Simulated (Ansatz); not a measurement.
**Sensitivity of the G0W0 gap of SnO2 (Pnnm)**

Aim: change settings of a G0W0 run on SnO2 (Pnnm) and see what moves.

Main program and level: Ansatz 0.2.0; G0W0 on PBE, plane waves, PAW.

## Step 1: The starting structure

Symmetry: Pnnm, No. 58, orthorhombic system. The conventional cell has a = 4.788 Å, b = 4.867 Å, c = 3.241 Å, α = 90.00°, β = 90.00°, γ = 90.00°. Nearest to Sn lie 6 O at 2.09 to 2.10 Å. Nearest to O lie 3 Sn at 2.09 to 2.10 Å. Farther neighbours and most contacts between anions are not listed.

Structure file:

```cif
data_structure
_symmetry_space_group_name_H-M 'P 1'
_symmetry_Int_Tables_number 1
_cell_length_a 4.7880
_cell_length_b 4.8666
_cell_length_c 3.2409
_cell_angle_alpha 90.000
_cell_angle_beta 90.000
_cell_angle_gamma 90.000
_cell_volume 75.52
loop_
_atom_site_label
_atom_site_type_symbol
_atom_site_fract_x
_atom_site_fract_y
_atom_site_fract_z
_atom_site_occupancy
Sn1 Sn 0.50000 0.50000 0.50000 1
Sn2 Sn 0.00000 0.00000 0.00000 1
O3 O 0.29185 0.32104 0.00000 1
O4 O 0.79185 0.17896 0.50000 1
O5 O 0.20814 0.82104 0.50000 1
O6 O 0.70815 0.67896 0.00000 1
```

The cell and positions are those that the Materials Project relaxed with its own functionals (PBE, PBE+U or r2SCAN), kept fixed. This is not the form that SnO2 usually takes at ambient conditions. The default PAW set here is soft_2. Its files were made with PBE.

## Step 2: The base run: 4×4×4 mesh, 171 empty bands, screening to 100 eV

Now the one-shot GW correction: screening in the RPA, then the self-energy of the levels asked for.

The input, input.yaml:

```yaml
crystal:
  lattice:
    - [4.788004, 0.0, 0.0]
    - [0.0, 4.866582, 0.0]
    - [0.0, 0.0, 3.240898]
  atoms:
    - { symbol: Sn, position: [0.5, 0.5, 0.5] }
    - { symbol: Sn, position: [0.0, 0.0, 0.0] }
    - { symbol: O, position: [0.291855, 0.321042, 0.0] }
    - { symbol: O, position: [0.791855, 0.178958, 0.5] }
    - { symbol: O, position: [0.208145, 0.821042, 0.5] }
    - { symbol: O, position: [0.708145, 0.678958, 0.0] }
kpoints:
  mp_grid: { grid: [4, 4, 4] }
hamiltonian:
  xc: pbe
scf:
  occupations: { method: fixed }
gw:
  n_empty_bands: 171
  ecut_chi: 100.0
  qp_bands: [v2, c2]
  qp_kpoints: band_edges
  screening: { model: contour_deformation }
```

Launch:

```bash
$ ansatz run input.yaml --threads 3 --pin off --max-ram 64512MiB --backend cuda --events-out ev --progress --plain --runs-dir out --devices 1 --max-vram 24GiB  # rebuilt from the run's record
```

Numbers of over 12 decimals in the logs are rounded to 6 here.

What it wrote:

```text
GPUs: using 1 of 1 available (devices: 1).
Engine: ansatz 0.2.0, x86_64-unknown-linux-gnu
Pseudopotentials: kind: paw
Pseudopotential: Sn, paw, valence charge 14, recommended cutoff 420 eV (normal), Sn.paw.azcp
Pseudopotential: O, paw, valence charge 6, recommended cutoff 420 eV (normal), O.paw.azcp
Functional definition: PBE
  parameter kappa = 0.804
  parameter beta = 0.066725
  exchange = pbe_x(kappa = kappa, mu = beta*pi^2/3)
  correlation = pbe_c(beta = beta)
device memory: the entry about to start is reckoned to put 1.0 GiB on a device that reports 60.2 GiB free (of which the cap on the GPU budget leaves the run 24.0 GiB)
GPU FFT provider: cuFFT
GPU libraries: cuBLAS 13.8.2, cuFFT 12.4.0, cuSOLVER 12.3.4
Crystal: 6 atoms, lattice volume = 75.517 Å³
Basis set: ecut = 420 eV, 1479 PW (Γ)
Bands: 32, of which v1, the nominal top of the filled ones, is band 26 counted from 1 (25 counted from 0)
Symmetry: 8 space group operations
Space group: Pnnm (ITA 58), of the structure as read, at distance tolerance 4.2e-5 Å
k-points: 27 of 64
Non-local potential: Sn, projectors of the file, l = 0: 2, l = 1: 2, l = 2: 2, l = 3: 2
Non-local potential: O, projectors of the file, l = 0: 2, l = 1: 2, l = 2: 1
PAW form: soft (Blöchl's): semilocal exchange-correlation on the pseudo side does not see the compensation charge
PAW one-centre angular grid: Sn, 590 points (default); XC on 64 Gauss nodes
PAW one-centre angular grid: O, 110 points (default); XC on 64 Gauss nodes
Initial density: superposition of atomic densities (neutral atoms: chi_scale 0, normalization atom), corrected by the library's trained network
Initial wavefunctions: pseudopotential atomic-orbital guess
GPU buffer pool allocated for 31104 grid points (all kernels)
GPU transforms: local potential and band sums: pruned to the plane-wave sphere, on 36×36×24
Functional: x = pbe(κ = 0.804, μ = 0.219515), c = pbe(β = 0.066725)
SCF iter   1: F=—  HF=-14317.943911 eV  |F-HF|=—  |Δ(HF+E_count)|=         —  Δρ=1.30e-3  dr2=5.39e-4  ethr=1.77e-3  ⟨swp⟩=4.0  Hψ=3374  notcnv=0  defer=108
preconditioner: auto → Resta (q_TF=auto, 2.564 Å⁻¹)  ε∞=3.6  [insulator: Δε(μ)=0.810 eV  Ē_g=19.228 eV  n_scr=18 (ndim 8)  ℏωp=30.8 eV  f_vac=0.031  ε∞_Penn≈3.6]
SCF iter   2: F=—  HF=-14317.945531 eV  |F-HF|=—  |Δ(HF+E_count)|=   1.62e-3  Δρ=6.60e-4  dr2=1.29e-4  ethr=1.04e-6  ⟨swp⟩=2.1  Hψ=1836  notcnv=0  defer=108
SCF iter   3: F=—  HF=-14317.945770 eV  |F-HF|=—  |Δ(HF+E_count)|=   2.39e-4  Δρ=2.89e-4  dr2=3.50e-5  ethr=2.48e-7  ⟨swp⟩=2.7  Hψ=1453  notcnv=0  defer=108
SCF iter   4: F=—  HF=-14317.945825 eV  |F-HF|=—  |Δ(HF+E_count)|=   5.52e-5  Δρ=4.51e-5  dr2=1.65e-6  ethr=6.72e-8  ⟨swp⟩=2.0  Hψ=1153  notcnv=0  defer=68
[...]
Σ components = -14317.945827   (vs F -14317.945827, Δ=0.00e0)
--- Band table (eV; the first three rows and the last of 27) ---
  k-point 0: bands = [... 22 lower, 7.5120, 8.0203, 8.0267, 8.6354, 9.4405, 14.3882, 14.7342, 14.8904, ... 2 higher]
  k-point 1: bands = [... 22 lower, 6.2264, 7.9153, 7.9868, 8.2553, 11.9786, 15.0521, 16.7399, 16.8529, ... 2 higher]
  k-point 2: bands = [... 22 lower, 7.2096, 7.2096, 7.6004, 7.6004, 14.2857, 14.2857, 18.0738, 18.0738, ... 2 higher]
  k-point 26: bands = [... 22 lower, 7.8099, 7.8099, 7.9792, 7.9792, 13.0751, 13.0751, 17.3423, 17.3423, ... 2 higher]
--- G₀W₀: contour deformation, 7 samples at zero and on the imaginary axis and 2 off it, 64 q-points, 171 empty bands' worth ---
  eigenvalues of the whole cell's RPA ε∞ on this k-mesh (on a slab, of 1 + 4πα/V) = 5.2257, 5.4568, 5.4916; static W/v taken at q = 0 is 0.186797
  bands read: the sum over 197 bands ends inside a degenerate multiplet in 18 slots, whose members it reads at an even weight; the widest, k=2: bands 197 to 198 (counted from 1) at 1/2 each
  gw.qp_kpoints: band_edges: 15 of 27 stored k-points solved, in 1 pass; an edge of the gap read off the rows below is read off those points alone
    valence top: of the k-points left out ik 19 came nearest to being solved in a further pass, in band 26 (counted from 1, as in the quasiparticle table): it holds the edge there only if its correction is more favourable than any solved in that band by at least 0.512 eV; those differ by 0.219 eV
    conduction bottom: of the k-points left out ik 21 came nearest to being solved in a further pass, in band 27 (counted from 1, as in the quasiparticle table): it holds the edge there only if its correction is more favourable than any solved in that band by at least 3.313 eV; those differ by 0.684 eV
  `?` marks the rows in doubt; gw_qp.tsv's column doubts and the gw_qp event give each row's grounds
    ik  band        ε_KS         Σx   Σc(E_QP)       V_xc       Z   E_QP_lin       E_QP  E_QP is
     0    25      8.0267   -26.2371     5.0787   -20.6703  0.7266     7.5297     7.5385  root
     0    26      8.6354   -26.4294     5.0735   -20.8497  0.7320     8.1202     8.1292  root
     0    27      9.4405   -15.1814    -2.7155   -18.5237  0.8003    10.0766    10.0672  root
     0    28     14.3882   -12.4348    -4.5934   -18.0933  0.7707    15.4850    15.4532  root
     1    25      7.9868   -26.4386     5.2104   -20.6979  0.7250     7.4451     7.4564  root
     1    26      8.2553   -26.4254     5.5469   -20.2714  0.7218     7.6314     7.6482  root
     1    27     11.9786   -15.9156    -3.3176   -20.2625  0.7818    13.0418    13.0078  root
     1    28     15.0521   -14.1111    -4.8154   -20.2457  0.7540    16.4340    16.3713  root
[...]
8    27     14.4909   -14.8703    -4.5091   -20.6880  0.7840    15.9045    15.7995  root ?
     8    28     14.4909   -14.8703    -4.5091   -20.6880  0.7840    15.9045    15.7995  root ?
[...]
26    25      7.9792   -26.5194     5.6550   -20.2359  0.7189     7.3327     7.3507  root
    26    26      7.9792   -26.5194     5.6550   -20.2359  0.7189     7.3327     7.3507  root
    26    27     13.0751   -13.4591    -4.0798   -18.6009  0.7899    14.1760    14.1371  root
    26    28     13.0751   -13.4591    -4.0798   -18.6009  0.7899    14.1760    14.1371  root
[key lines of the parts left out:]
SCF converged after 6 iterations
Free energy (F): -14317.945827 eV
Fermi energy:    8.635400 eV
```

It took 11 s on 1 × NVIDIA H100 80GB HBM3 (shared by 3 runs) with 3 threads of AMD EPYC 7R13 (Zen 3), shared host; peak memory 1.3 GiB; 16 s of CPU time.

This step gave:

```
bands summed                                 : 197
RPA ε∞ on this mesh (eigenvalues)            : 5.226, 5.457, 5.492
plane waves in the screening matrix          : 177
q-points in the mesh                         : 64
G0W0 gap on the mesh                         : 1.938 eV
k of the valence top                         : 0, 0, 0
k of the conduction bottom                   : 0, 0, 0
starting gap on the mesh                     : 0.8051 eV
Z at the valence top                         : 0.7320
Z at the conduction bottom                   : 0.8003
least direct G0W0 gap on the computed points : 1.938 eV
```

The gap on the mesh goes from 0.81 eV to 1.94 eV, a correction of +1.13 eV. Between the two edge states, bare exchange in place of the xc potential would open the gap by 8.92 eV, and correlation takes back 7.79 eV.

## Step 3: Variant: fewer bands

input.yaml, as its differences from that of step 2:

```diff
@@ -13,3 +13,3 @@
 kpoints:
-  mp_grid: { grid: [4, 4, 4] }
+  mp_grid: { grid: [2, 2, 4] }
 hamiltonian:
@@ -19,4 +19,4 @@
 gw:
-  n_empty_bands: 171
-  ecut_chi: 100.0
+  n_empty_bands: 57
+  ecut_chi: 100
   qp_bands: [v2, c2]
```

What it wrote:

```text
GPUs: using 1 of 1 available (devices: 1).
[...]
GPU FFT provider: cuFFT
GPU libraries: cuBLAS 13.8.2, cuFFT 12.4.0, cuSOLVER 12.3.4
Crystal: 6 atoms, lattice volume = 75.517 Å³
Basis set: ecut = 420 eV, 1479 PW (Γ)
Bands: 32, of which v1, the nominal top of the filled ones, is band 26 counted from 1 (25 counted from 0)
Symmetry: 8 space group operations
[...]
k-points: 12 of 16
[...]
GPU buffer pool allocated for 31104 grid points (all kernels)
[...]
SCF iter   1: F=—  HF=-14317.911852 eV  |F-HF|=—  |Δ(HF+E_count)|=         —  Δρ=1.66e-3  dr2=7.24e-4  ethr=1.77e-3  ⟨swp⟩=4.0  Hψ=1497  notcnv=0  defer=48
[...]
SCF iter   6: F=-14317.913547 eV  HF=-14317.913547 eV  |F-HF|=7.17e-10  |Δ(HF+E_count)|=   5.66e-8  Δρ=7.01e-6  dr2=3.14e-8  ethr=1.92e-10  ⟨swp⟩=8.3  Hψ=1394  notcnv=0
SCF 1 converged in 6 iterations: F = -14317.913547 eV  dr2 = 3.14e-8
[...]
NSCF: frozen V_eff on 12 k-points, pencils in batches of 32, up to order 128
[...]
NSCF: frozen V_eff on 12 k-points
G₀W₀ screening: q 1/12
[... further progress lines ...]
SCF converged after 6 iterations
Free energy (F): -14317.913547 eV
[...]
Internal energy: -14317.913547 eV  (E = F + TS)
E sigma→0 (E₀):  -14317.913547 eV
Fermi energy:    8.643348 eV
[...]
--- Band table (eV; the first three rows and the last of 12) ---
  k-point 0: bands = [... 22 lower, 7.5155, 8.0271, 8.0323, 8.6433, 9.4403, 14.3902, 14.7359, 14.8904, ... 2 higher]
[...]
1    25      7.9917   -26.5371     5.7148   -20.6956  0.6871     7.8641     7.8650  root
     1    26      8.2612   -26.4467     5.9806   -20.2702  0.6851     8.0629     8.0654  root
     1    27     11.9810   -15.7681    -3.2903   -20.2626  0.7379    13.3306    13.1852  root ?
     1    28     15.0550   -14.1035    -4.7049   -20.2448  0.7205    16.7517    16.4913  root ?
     2    25      7.6054   -26.1916     6.0881   -19.8394  0.6748     7.3355     7.3414  root
     2    26      7.6054   -26.1916     6.0881   -19.8394  0.6748     7.3355     7.3414  root
     2    27     14.2886   -14.7805    -4.4001   -20.6064  0.7227    15.9744    15.7144  root ?
     2    28     14.2886   -14.7805    -4.4001   -20.6064  0.7227    15.9744    15.7144  root ?
     3    25      8.0929   -26.4486     5.7015   -20.6161  0.6876     7.9609     7.9619  root
[...]
3    27     12.6636   -15.0125    -3.5326   -19.7425  0.7378    14.0056    13.8610  root ?
     3    28     12.6636   -15.0125    -3.5326   -19.7425  0.7378    14.0056    13.8610  root ?
[...]
5    27     14.4943   -14.8405    -4.4150   -20.6886  0.7200    16.1738    15.9275  root ?
[...]
9    25      7.9183   -26.5289     6.0849   -20.2054  0.6808     7.6759     7.6798  root
     9    26      7.9183   -26.5289     6.0849   -20.2054  0.6808     7.6759     7.6798  root
     9    27     12.9934   -14.8036    -3.8636   -19.9217  0.7356    14.4180    14.2479  root ?
     9    28     12.9934   -14.8036    -3.8636   -19.9217  0.7356    14.4180    14.2479  root ?
    11    25      7.9850   -26.5706     6.1120   -20.2353  0.6820     7.7583     7.7616  root
    11    26      7.9850   -26.5706     6.1120   -20.2353  0.6820     7.7583     7.7616  root
    11    27     13.0771   -13.3506    -4.0068   -18.5997  0.7450    14.4898    14.3194  root ?
    11    28     13.0771   -13.3506    -4.0068   -18.5997  0.7450    14.4898    14.3194  root ?
```

It took 3.5 s on 1 × NVIDIA H100 80GB HBM3 (shared by 3 runs) with 3 threads; peak memory 1.1 GiB; 4.5 s of CPU time.

Against the base:

```tsv
setting	base	variant
mesh	4×4×4	2×2×4
empty bands	171	57
```

```tsv
quantity	variant	base
starting gap on the mesh	0.797	0.805
G0W0 gap on the mesh	1.788	1.938
least direct G0W0 gap on the computed points	1.788	1.938
Z at the valence top	0.695	0.732
Z at the conduction bottom	0.752	0.800
```

## Step 4: What came out

```
base        : 1.94 eV, 11 s
fewer bands : 1.79 eV, 3.5 s
```

Fewer bands: the gap moves by −0.15 eV and the time by a factor of 0.31; such settings are too crude to quote. The variant differs from the base in mesh and empty bands together, so the change can't be laid to one of them. All runs here use a coarse mesh and modest cutoffs; they test settings and are not final values. The 4×4×4 mesh is coarse for this cell (its supercell is 13 Å along the shortest edge). The RPA ε∞ on it, from the PBE start, is 5.23, 5.46 and 5.49; such meshes misread the long-range screening, most where the gap is narrow. The many-body steps are scalar-relativistic: spin-orbit coupling is not in them.

[Paths, hosts, dates, memory and timing lines, banners, echoed tables and standing remarks are left out of the program output.]

[Logs are printed without paths, hosts, clocks, repeated set-up lines and the standing remarks that a program may print on its own settings, such as how far it seeks lower states.]

[Runs of the session that timed out or met a known fault of the program may be left out.]

[Cells called generated may have been cut or substituted from an entry of the Crystallography Open Database or the Materials Project.]

[Hosts, paths, dates, database ids (printed as entryN), source tags and the programs' standing remarks are cut or masked in the printed files.]
